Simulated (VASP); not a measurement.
A calculation with VASP 6.6.1 of MnAs (ASE script, Cartesian positions):

Contents of run.py:

```python
from ase.calculators.vasp import Vasp
from ase.dft.bandgap import bandgap
from ase.io import read

atoms = read('MnAs.xyz')
atoms.set_initial_magnetic_moments([0.0, 0.0, 4.0, 4.0])
calc = Vasp(
    directory='calc',
    xc='rpbe',
    pp='PBE',
    setups='recommended',
    prec='Accurate',
    encut=520,
    ediff=1e-07,
    ismear=0,
    sigma=0.02,
    lreal=False,
    lasph=True,
    nelm=100,
    algo='Normal',
    isif=2,
    lwave=False,
    lcharg=False,
    ispin=2,
    lorbit=11,
    lmaxmix=4,
    kpts=[8, 8, 5],
    gamma=True,
)
atoms.calc = calc

print('energy (eV):', atoms.get_potential_energy())
print('free energy (eV):', atoms.get_potential_energy(force_consistent=True))
print('forces (eV/A):')
print(atoms.get_forces())
print('stress (eV/A^3, Voigt):', atoms.get_stress())
print('Fermi level (eV):', calc.get_fermi_level())
print('moment (muB):', atoms.get_magnetic_moment())
print('site moments (muB):', atoms.get_magnetic_moments())
gap, top, bottom = bandgap(calc)
print('band gap (eV):', gap, 'from (spin, k, band)', top, 'to', bottom)
```

Contents of MnAs.xyz:

```xyz
4
Lattice="3.7100000000 0.0000000000 0.0000000000 -1.8550000000 3.2129542480 0.0000000000 0.0000000000 0.0000000000 5.6910000000" Properties=species:S:1:pos:R:3 pbc="T T T"
As     1.8550000002      1.0709847492      4.2682500000
As    -0.0000000002      2.1419694988      1.4227500000
Mn     0.0000000000      0.0000000000      2.8455000000
Mn     0.0000000000      0.0000000000      0.0000000000
```

Potentials or basis: VASP PAW PBE potentials, release 64 (As, Mn_pv).

The run is started by

```bash
$ python run.py
```

**Question.** Write the same calculation in another form: native input, structure from a POSCAR.

**Answer.** As run:

The input INCAR:

```
SYSTEM = MnAs
ALGO     = Normal         ! electronic algorithm
EDIFF    = 1E-7           ! SCF threshold, eV
ENCUT    = 520            ! plane-wave cutoff, eV
GGA      = RP             ! functional
ISIF     = 2              ! what is computed and relaxed
ISMEAR   = 0              ! smearing method
ISPIN    = 2              ! spin polarisation
LASPH    = .TRUE.         ! aspherical terms in the spheres
LCHARG   = .FALSE.        ! write CHGCAR
LMAXMIX  = 4              ! l up to which the mixer works
LORBIT   = 11             ! projections on sites
LREAL    = .FALSE.        ! projectors in reciprocal space
LWAVE    = .FALSE.        ! write WAVECAR
MAGMOM   = 0 0 4 4        ! initial moments
NELM     = 120            ! most SCF steps
PREC     = Accurate       ! precision mode
SIGMA    = 0.02           ! smearing width, eV
```

File KPOINTS:

```
k-points
0
G
  8 8 5
  0 0 0
```

Contents of POSCAR:

```
MnAs
3.71
    1.000000000000      0.000000000000      0.000000000000
   -0.500000000000      0.866025403774      0.000000000000
    0.000000000000      0.000000000000      1.533962264151
As Mn
2 2
Direct
    0.6666666667      0.3333333333      0.7500000000
    0.3333333333      0.6666666667      0.2500000000
    0.0000000000      0.0000000000      0.5000000000
    0.0000000000      0.0000000000      0.0000000000
```

Potentials or basis: VASP PAW PBE potentials, release 64 (As, Mn_pv).

Command:

```sh
$ cat potpaw_PBE.64/As/POTCAR potpaw_PBE.64/Mn_pv/POTCAR > POTCAR
$ mpirun -np 1 vasp_std > vasp.out
```

Both were run:

|  | ASE script, Cartesian positions | native input, structure from a POSCAR |
| --- | --- | --- |
| Pressure | 0.2 GPa | 0.2 GPa |
| Band gap on the k mesh | none (metal or under the smearing width) | none (metal or under the smearing width) |
| Net moment | 6.39 μB per cell | 6.39 μB per cell |
| Site moments | As -0.13; Mn +3.26 μB | As -0.13; Mn +3.26 μB |
| Valence electrons inside the program's atomic spheres | As 2.79; Mn 11.56 | As 2.79; Mn 11.56 |

Keys that steer only the numerical path or the files written may differ.

Caveat: the PAW data sets were made with another functional, which shifts forces and pressure a little; only a ferromagnetic start was run, and an antiferromagnetic order may lie lower in energy.
